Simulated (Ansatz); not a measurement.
# TiSe2: properties at the relaxed cell

One table from this session's results is given with a row withheld; the runs are named, their logs left out.

A COD entry behind a cell of this session may itself be a prediction, so a difference from it is no test against experiment.

Computed with Ansatz 0.2.0 (DFT PBE+D3(BJ), scalar-relativistic, plane waves, PAW, unless a step's input says otherwise).

1 further run of the same task is left out (set aside as unsound or not needed).

### The system as given

Symmetry: P-3m1, No. 164, trigonal system. The conventional cell has a = 3.481 Å, b = 3.481 Å, c = 5.873 Å, α = 90.00°, β = 90.00°, γ = 120.00°. Ti (site symmetry -3m) has 6 Se at 2.54 Å as nearest neighbours. Se (site symmetry 3m) is surrounded by 3 Ti at 2.54 Å.

As a file:

```
Ti Se
1.0
     3.48071    0.00000    0.00000
    -1.74036    3.01439    0.00000
     0.00000    0.00000    5.87316
Ti Se
1 2
Direct
  0.00000 0.00000 0.00000
  0.33333 0.66667 0.26467
  0.66667 0.33333 0.73533
```

This cell was relaxed beforehand with the same method: volume 20.54 Å³/atom, gap on the mesh none (metal).

Set-up of the first run:

input.yaml

```yaml
crystal:
  lattice:
    - [3.4455530046, 0.0, 0.0]
    - [-1.7227765023, 2.9839364321, 0.0]
    - [0.0, 0.0, 5.813828569]
  atoms:
    - { symbol: Ti, position: [0.0, 0.0, 0.0] }
    - { symbol: Se, position: [0.3333333333, 0.6666666667, 0.2646670002] }
    - { symbol: Se, position: [0.6666666667, 0.3333333333, 0.7353329998] }
basis:
  ecutwfc: 420
kpoints:
  mp_grid: { grid: [15, 15, 8] }
hamiltonian:
  xc: pbe
  dispersion: d3bj
scf:
  occupations: { method: gaussian, width: 0.1 }
output:
  forces: true
  stress: true
  eigenvalues: true
relax:
  adjacent_minimum: "off"
  f_tol: 0.01
  max_steps: 30
  cell: { stress_tol: 0.1, fix: [volume] }
```

Launch:

```bash
ansatz run input.yaml --threads 1 --pin off --max-ram 2560MiB --backend cpu --events-out ev --progress --plain --runs-dir out
```

Among the steps run: Volume × 0.97; Point at V/V0 = 1.03; The cell scaled to 0.94 of its volume; The cell scaled to 1.06 of its volume; The cell scaled to 0.91 of its volume; Point at V/V0 = 1.10; Point at V/V0 = 0.88.

One of the session's tables, all rows but one given; the rest of the session is left out.

It belongs to the step «Fit of the equation of state». 

| volume (Å³/atom) | energy above the lowest point (meV/atom) | pressure (GPa) |
| --- | --- | --- |
| 18.076 | 54.8 | 8.31 |
| 18.692 | 28.4 | 5.50 |
| 19.308 | 11.6 | 3.24 |
| 19.925 | ? | ? |
| 20.541 | 0.0 | -0.01 |
| 21.157 | 2.2 | -1.10 |
| 21.773 | 7.8 | -1.84 |
| 22.595 | 18.1 | -2.29 |

Q: Estimate the row for volume (Å³/atom) = 19.925 from the others.

Worked estimate for «energy above the lowest point (meV/atom)». A straight line through the neighbours (19.308, 11.6) and (20.541, 0.0) gives 11.6 + (0.0 − 11.6) × (19.925 − 19.308) / (20.541 − 19.308) = 5.8; a parabola fitted to 4 rows on both sides gives 2.6.

As computed: energy above the lowest point (meV/atom): 2.7; pressure (GPa): 1.41. In «energy above the lowest point (meV/atom)» the line misses by +3.1 and the parabola by -0.1.
